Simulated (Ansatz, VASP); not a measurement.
## MnS: VASP beside Ansatz

```
Mn S
1.0
     0.00000    2.61225    2.61225
     2.61225    0.00000    2.61225
     2.61225    2.61225    0.00000
Mn S
1 1
Direct
  0.00000 0.00000 0.00000
  0.50000 0.50000 0.50000
```

Alike in both runs: task single point; functional PBE; k mesh 6 × 6 × 6; occupations gaussian, width 0.05 eV; collinear spin, ferromagnetic start; Hubbard terms Mn d U = 3 eV.

|  | VASP | Ansatz |
| --- | --- | --- |
| version | VASP 6.6.1 | Ansatz 0.2.0 |
| potentials or method | VASP PAW PBE potentials, release 64 (Mn_pv, S) | Ansatz PAW |
| plane-wave cutoff (eV) | 520 | 420 |
| valence electrons in the cell | 19 | 21 |

|  | VASP | Ansatz | Ansatz less VASP |
| --- | --- | --- | --- |
| gap on the k mesh at the Fermi level (eV) | 0.25 | 0.51 | +0.263 |
| least direct gap on the mesh (eV) | 2.29 | 2.18 | -0.110 |
| pressure (GPa) | 2.7 | 3.3 | +0.53 |
| net moment per atom (μB) | 2.50 | 2.50 | 0.000 |
| size of the moment on the site where the two differ most (μB) | 4.56 | 4.48 | -0.079 |

Site moments also hang on the region over which each program counts them. The programs project onto different local orbitals, so the same U acts differently. The two sets of potentials don't hold the same shells in valence.

Caveats: a cell with one magnetic atom can't hold antiferromagnetic order, which such compounds often take; the magnetic or orbital state may not be the lowest (Ansatz). A k mesh can miss the band edges. The state reached can hang on the start; a lower one may exist.
